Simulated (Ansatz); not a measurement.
Runs of Ansatz 0.2.0 on W. The structure is cubic, space group Pm-3n (No. 223). The conventional cell has a = 5.083 Å, b = 5.083 Å, c = 5.083 Å, α = 90.00°, β = 90.00°, γ = 90.00°. W (site symmetry -4m2) is surrounded by 6 W at 2.54 to 2.84 Å. W (site symmetry m-3) is surrounded by 12 W at 2.84 Å. This isn't the form of W at room conditions, which is bcc.

```csv
task,level,cell,cutoff (eV),gap on the mesh (eV),pressure (GPa),relaxed volume (Å³/atom)
relaxation of cell and atoms,PBEsol,relaxed,420,none,0.0,15.92
relaxation of cell and atoms,LDA,relaxed,420,none,0.0,15.64
single point,PBEsol,as given,420,none,-9.2,-
relaxation of cell and atoms,r2SCAN,relaxed,500,none,0.0,(a)
```

Alike in all rows: potentials or basis Ansatz PAW; no spin polarisation; k mesh 5 × 5 × 5; smearing fermi-dirac 0.05 eV.

**Question.** Fill in the values left out.

**Answer.** (a) 16.12.

Caveats: the PAW data sets come from PBE, with cores solved anew for the run's functional, which leaves a small shift of forces and pressure; the plane-wave basis is chosen anew once the cell has moved, so the energies of steps on either side of that aren't comparable (some runs).

A k mesh can miss the band edges, and the runs leave out spin-orbit coupling on W.

A gap of «none» marks a metal or a gap under the smearing width.

Not every run made on this cell is shown here.
